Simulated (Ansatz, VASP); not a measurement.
**Two plane-wave programs on KF**

Contents of INCAR:

```
PREC = Accurate ; ENCUT = 520
EDIFF = 1E-6 ; ISMEAR = 0
SIGMA = 0.05 ; LREAL = False
LASPH = True ; NELM = 60
ALGO = Normal ; ISIF = 2
LWAVE = False ; LCHARG = False
GGA = CA ; NBANDS = 15
```

KPOINTS

```
Automatic mesh
0
Gamma
  8 8 8
```

The input POSCAR:

```
KF
1.0
    0.0000000000      2.5817196783      2.7753486542
    2.4461793952      0.0000000000      2.7753486542
    2.4461793952      2.5817196783      0.0000000000
K F
1 1
Direct
    0.0000000000      0.0000000000      0.0000000000
    0.5000000000      0.5000000000      0.5000000000
```

Input for Ansatz:

```yaml
crystal:
  lattice:
    - [0.0, 2.5817196783, 2.7753486542]
    - [2.4461793952, 0.0, 2.7753486542]
    - [2.4461793952, 2.5817196783, 0.0]
  atoms:
    - { symbol: K, position: [0.0, 0.0, 0.0] }
    - { symbol: F, position: [0.5, 0.5, 0.5] }
basis:
  ecutwfc: 520.0
kpoints:
  mp_grid: { grid: [8, 8, 8] }
hamiltonian:
  xc: lda
scf:
  occupations: { method: gaussian, width: 0.05 }
output:
  forces: true
  stress: true
  eigenvalues: true
```

Change from the starting cell: normal strain along x -0.0525, normal strain along z +0.0750.

Alike in both runs: task single point; functional LDA; k mesh 8 × 8 × 8; occupations gaussian, width 0.05 eV; no spin polarisation.

```csv
,VASP,Ansatz
version,VASP 6.6.1,Ansatz 0.2.0
potentials or method,"VASP PAW LDA potentials, release 64 (K_sv, F)","scalar-relativistic, plane waves, PAW"
plane-wave cutoff (eV),520,520
valence electrons in the cell,16,16
```

|  | VASP | Ansatz | Ansatz less VASP |
| --- | --- | --- | --- |
| gap on the k mesh at the Fermi level (eV) | 5.98 | 6.00 | +0.020 |
| least direct gap on the mesh (eV) | 5.98 | 6.00 | +0.022 |
| pressure (GPa) | 0.8 | 0.6 | -0.26 |
| largest component of the traceless stress (GPa) | 5.23 | 4.96 | -0.269 |

A k mesh can miss the band edges.
